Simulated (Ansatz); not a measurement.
## AlN: vibrational free energy, entropy and heat capacity

Computed with DFT PBE, scalar-relativistic, plane waves, PAW (Ansatz 0.2.0). Settings: 420 eV plane-wave cutoff, Γ-centred 12×12×2 mesh, fixed occupations. No spin polarisation. Phonons by linear response, acoustic sum rule imposed.

The cell, relaxed at this level:
```
Al N
1.0
     3.11818    0.00000    0.00000
    -1.55909    2.70042    0.00000
     0.00000    0.00000   15.19836
Al N
6 6
Direct
  0.00000 0.00000 0.18764
  0.00000 0.00000 0.68764
  0.33333 0.66667 0.52055
  0.66667 0.33333 0.02055
  0.33333 0.66667 0.85340
  0.66667 0.33333 0.35340
  0.00000 0.00000 0.31279
  0.00000 0.00000 0.81279
  0.33333 0.66667 0.97926
  0.66667 0.33333 0.47926
  0.33333 0.66667 0.64637
  0.66667 0.33333 0.14637
```

The cell was found from a structure generator's guess, not taken from experiment. The q mesh is coarse, so values between its points are rough.

Force constants from linear response on a 3×3×1 q mesh, interpolated to a fine mesh.

(1) Give the zero-point energy per atom.

(2) How large are the vibrational entropy and heat capacity at 300 K?

(3) Tabulate them against temperature.

Answers

(1) 94.5 meV.

(2) S = 1.28 k_B and C_V = 1.86 k_B per atom, 62 % of the Dulong–Petit value.

(3)
| T (K) | F_vib (meV/atom) | S (k_B/atom) | C_V (k_B/atom) |
| --- | --- | --- | --- |
| 100 | 94.2 | 0.14 | 0.37 |
| 200 | 90.9 | 0.66 | 1.22 |
| 300 | 82.5 | 1.28 | 1.86 |
| 400 | 68.9 | 1.88 | 2.25 |
| 500 | 50.4 | 2.41 | 2.48 |
| 600 | 27.6 | 2.87 | 2.62 |
| 700 | 1.0 | 3.28 | 2.71 |
| 800 | -28.9 | 3.65 | 2.78 |
| 900 | -61.8 | 3.98 | 2.82 |
| 1000 | -97.4 | 4.28 | 2.85 |
